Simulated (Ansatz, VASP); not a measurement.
# CdS (Greenockite): VASP beside Ansatz

File INCAR:

```
SYSTEM = CdS
PREC = Accurate
ENCUT = 980
EDIFF = 1E-6
ISMEAR = -1
SIGMA = 0.05
LREAL = .False.
LASPH = .True.
NELM = 60
ALGO = Normal
ISIF = 3
LWAVE = .False.
LCHARG = .False.
GGA = PE
IBRION = 2
NSW = 60
EDIFFG = -0.01
```

KPOINTS

```
regular mesh
0
Gamma
  7 7 4
  0 0 0
```

Contents of POSCAR:

```
CdS
1.0
    4.1500000000      0.0000000000      0.0000000000
   -2.0750000000      3.5940054257      0.0000000000
    0.0000000000      0.0000000000      6.7370000000
Cd S
2 2
Direct
    0.6666666667      0.3333333333      0.5000000000
    0.3333333333      0.6666666667      0.0000000000
    0.6666666667      0.3333333333      0.8750000000
    0.3333333333      0.6666666667      0.3750000000
```

File input.yaml:

```yaml
crystal:
  lattice:
    - [4.15, 0.0, 0.0]
    - [-2.075, 3.5940054257, 0.0]
    - [0.0, 0.0, 6.737]
  atoms:
    - { symbol: Cd, position: [0.6666666667, 0.3333333333, 0.5] }
    - { symbol: Cd, position: [0.3333333333, 0.6666666667, 0.0] }
    - { symbol: S, position: [0.6666666667, 0.3333333333, 0.875] }
    - { symbol: S, position: [0.3333333333, 0.6666666667, 0.375] }
hamiltonian:
  xc: pbe
  pseudopotentials: { kind: paw }
kpoints:
  mp_grid: { grid: [7, 7, 4] }
scf:
  occupations: { method: fermi_dirac, width: 0.05 }
output:
  forces: true
  stress: true
relax:
  f_tol: 0.01
  max_steps: 40
  cell: { stress_tol: 0.05 }
```

Alike in both runs: task relaxation of cell and atoms; functional PBE; k mesh 7 × 7 × 4; occupations fermi-dirac, width 0.05 eV; no spin polarisation.

|  | VASP | Ansatz |
| --- | --- | --- |
| version | VASP 6.6.1 | Ansatz 0.2.0 |
| potentials or method | VASP PAW PBE potentials, release 64 (Cd, S_h) | Ansatz PAW |
| plane-wave cutoff (eV) | 980 | 420 |
| valence electrons in the cell | 36 | 52 |

Ansatz gave:

| Item | Value |
| --- | --- |
| relaxed volume (Å³/atom) | 26.04 |
| relaxed cell length with the largest relative difference (Å) | 6.828 |
| energy change over the relaxation (meV/atom) | -6 |

**Question.** What did VASP give for the same quantities?

**Answer.** Relaxed volume (Å³/atom): 26.19; relaxed cell length with the largest relative difference (Å): 6.850; energy change over the relaxation (meV/atom): -8.

The two sets of potentials don't hold the same shells in valence.

Caveats: odd divisions of the mesh miss points on the zone boundary, where band edges often lie, so the gap on the mesh can be too wide (Ansatz); the plane-wave basis is chosen anew once the cell has moved, so the energies of steps on either side of that aren't comparable (Ansatz). As with any semilocal functional, this PBE gap is likely too small. PBE usually gives volumes a little too large and moduli too small. Zero-point motion and thermal expansion aren't in these numbers.
